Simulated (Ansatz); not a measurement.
Reactions of styrene, C$_{8}$H$_{8}$.

Calculated with Ansatz (gas phase, PBE0-D4/def2-TZVP geometries, no zero-point term in ΔE). CBS: MP2 limit from def2 TZ/QZ plus the TZ coupled-cluster correction, frozen cores. This one scheme is used for every species. def2 core potentials past Kr. For Br, I outer-core shells are correlated without core-valence functions, which leaves a few kJ/mol of doubt a bond. Scalar relativity is left out up to krypton. One conformer a species, not always the lowest.

Order these by ΔE at CCSD(T)/CBS, lowest first. (Estimate.)
A. styrene + `CCS` → `CCSc1ccccc1` + ethylene
B. styrene + `C=CCC` → `C=CC(=C)CC` + benzene
C. styrene + HI → `C=CI` + benzene
D. styrene + HBr → `Brc1ccccc1` + ethylene

B (-1.9 kcal/mol), A (+4.8 kcal/mol), C (+6.7 kcal/mol), D (+9.1 kcal/mol).

Largest T1 diagnostic: 0.011, for `CCSc1ccccc1`.
